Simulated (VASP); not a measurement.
HfN: single point with PBEsol

HfN:

```
CELL_PARAMETERS angstrom
0.00000 2.45482 2.45482
2.45482 0.00000 2.45482
2.45482 2.45482 0.00000
ATOMIC_POSITIONS crystal
Hf 0.00139 0.99641 0.00847
N 0.25602 0.28298 0.23203
```

The cell comes from a database or a generator and needn't be the stable form of this composition.

The cell isn't the ideal one: grid = ENCUT=900 k=12x12x12 ISMEAR=0 SIGMA=0.05 PREC=Accurate EDIFF=1e-08 LREAL=False ADDGRID=False LASPH=True; atoms moved at random, drawn with an rms of 0.1 Å.

```json
{
 "Program": "VASP 6.6.1",
 "Task": "single point",
 "Functional": "PBEsol",
 "Potentials or basis": "VASP PAW PBE potentials, release 64 (Hf_pv, N)",
 "Cutoff": "900 eV",
 "k mesh": "12 × 12 × 12",
 "Occupations": "gaussian, width 0.05 eV",
 "Spin": "no spin polarisation"
}
```

* Pressure: -4.4 GPa
* Largest force: 1.475 eV/Å
* Band gap on the k mesh: none (metal or under the smearing width)

Forces in eV/Å, atoms in the order of the input:
```
Hf   0.474 -0.718  1.198
N   -0.474  0.718 -1.198
```

Stress tensor (GPa, compression positive):
```
-4.24 -5.53  3.28
-5.53 -4.31 -2.18
 3.28 -2.18 -4.59
```

Levels at points of the mesh, in eV from the Fermi level:
```csv
k point,band 5,band 6,band 7,band 8,band 9,band 10
"(0.00, 0.00, 0.00)",-5.61,-5.46,-5.29,-0.76,2.17,2.19
"(0.50, 0.00, 0.00)",-5.75,-4.98,-4.68,1.50,2.16,3.14
"(0.00, 0.50, 0.00)",-5.71,-4.68,-4.53,0.87,2.40,2.90
"(0.00, 0.00, 0.50)",-5.73,-5.16,-4.94,1.94,2.40,3.06
"(0.50, 0.50, 0.50)",-5.75,-5.10,-4.83,1.79,2.28,3.10
"(0.50, 0.50, 0.00)",-6.91,-3.73,-3.48,-1.20,2.26,3.99
"(0.00, 0.50, 0.50)",-6.93,-3.69,-3.56,-1.12,2.17,3.98
"(0.50, 0.00, 0.50)",-6.93,-3.70,-3.55,-1.14,2.19,3.99
```

Wall time 4.8 min on 1 thread of Intel(R) Xeon(R) 6975P-C (Granite Rapids), on a shared host, peak memory 0.82 GiB.

Caveat: the PAW data sets were made with another functional, which shifts forces and pressure a little. Spin-orbit coupling is left out, which matters for the levels of Hf.
